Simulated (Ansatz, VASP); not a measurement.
Ta in VASP and in Ansatz

File INCAR:

```
SYSTEM = Ta
  PREC = Accurate
  ENCUT = 600
  EDIFF = 1E-7
  ISMEAR = -1
  SIGMA = 0.08
  LREAL = .FALSE.
  LASPH = .TRUE.
  NELM = 100
  ALGO = Normal
  ISIF = 3
  LWAVE = .FALSE.
  LCHARG = .FALSE.
  GGA = PE
  IBRION = 2
  NSW = 60
  EDIFFG = -0.005
```

The input KPOINTS:

```
regular mesh
0
G
  16 16 16
  0 0 0
```

File POSCAR:

```
Ta
1.0
    0.0000000000      2.0923759827      2.0923759827
    2.0923759827      0.0000000000      2.0923759827
    2.0923759827      2.0923759827      0.0000000000
Ta
1
Direct
    0.0000000000      0.0000000000      0.0000000000
```

Input for Ansatz:

```yaml
crystal:
  lattice:
    - [0.0, 2.0923759827, 2.0923759827]
    - [2.0923759827, 0.0, 2.0923759827]
    - [2.0923759827, 2.0923759827, 0.0]
  atoms:
    - { symbol: Ta, position: [0.0, 0.0, 0.0] }
kpoints:
  mp_grid: { grid: [16, 16, 16] }
scf:
  occupations: { method: fermi_dirac, width: 0.08 }
hamiltonian:
  xc: pbe
  pseudopotentials: { kind: paw }
output:
  forces: true
  stress: true
relax:
  f_tol: 0.005
  max_steps: 40
  cell: {}
```

Alike in both runs: task relaxation of cell and atoms; functional PBE; k mesh 16 × 16 × 16; occupations fermi-dirac, width 0.08 eV; no spin polarisation.

|  | VASP | Ansatz |
| --- | --- | --- |
| version | VASP 6.6.1 | Ansatz 0.2.0 |
| potentials or method | VASP PAW PBE potentials, release 64 (Ta_pv) | PAW with Ansatz's default frozen-core files, scalar-relativistic |
| plane-wave cutoff (eV) | 600 | 420 |
| valence electrons in the cell | 11 | 13 |

```csv
,VASP,Ansatz,Ansatz less VASP
relaxed volume (Å³/atom),18.85,18.85,-0.003
relaxed cell length with the largest relative difference (Å),2.987,2.987,-0.0002
energy change over the relaxation (meV/atom),-9,-9,+0.2
```

The two sets of potentials don't hold the same shells in valence.

Spin-orbit coupling is left out, which matters for the levels of Ta.
